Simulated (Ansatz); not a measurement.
## Au under changes of volume

One of the cells (16.855 Å³/atom); the others are scaled copies at fixed shape and fractional positions:

```
CELL_PARAMETERS angstrom
0.00613 2.01572 2.03325
2.07595 0.01023 2.02915
2.07465 2.01032 0.01153
ATOMIC_POSITIONS crystal
Au 0.99105 0.00541 0.99373
```

```yaml
Program: Ansatz 0.2.0
Functional: RPBE
Dispersion: D4
Potentials_or_basis: all-electron LAPW, scalar-relativistic
Cutoff: 257 eV (chosen from the basis error)
Basis_error_allowed: 0.001 eV/atom
k_mesh: 11 × 11 × 11
Occupations: fermi-dirac, width 0.02 eV
Spin: collinear spin, random start
Starting_moments: "[2.0] μB"
Fixed_moment: 2 μB
Hubbard_terms: Au d U = 3 eV
```

```tsv
volume (Å³/atom)	energy over the lowest point (meV/atom)	pressure (GPa)
15.843	524.36	59.1
16.181	407.33	52.3
16.518	?	?
16.855	212.63	40.7
17.192	132.31	35.8
17.529	61.79	31.4
17.866	0.00	27.4
```

What does the run at 16.518 Å³/atom give?

Energy over the lowest point 303.90 meV/atom; pressure 46.2 GPa.

Worked out: A Birch-Murnaghan fit of order 3 (a polynomial in V^(-2/3)) to the other rows has no minimum within the range. It gives 303.95 meV/atom at 16.518 Å³/atom, against the run's 303.90, and -dE/dV = 46.2 GPa, against 46.2.

Energies are extrapolated to zero smearing.

Caveats: U is the effective U less J, on atomic orbitals that reach past the spheres; the total moment is fixed, so each spin has its own Fermi level; the U is typed as a test and isn't derived for this compound.
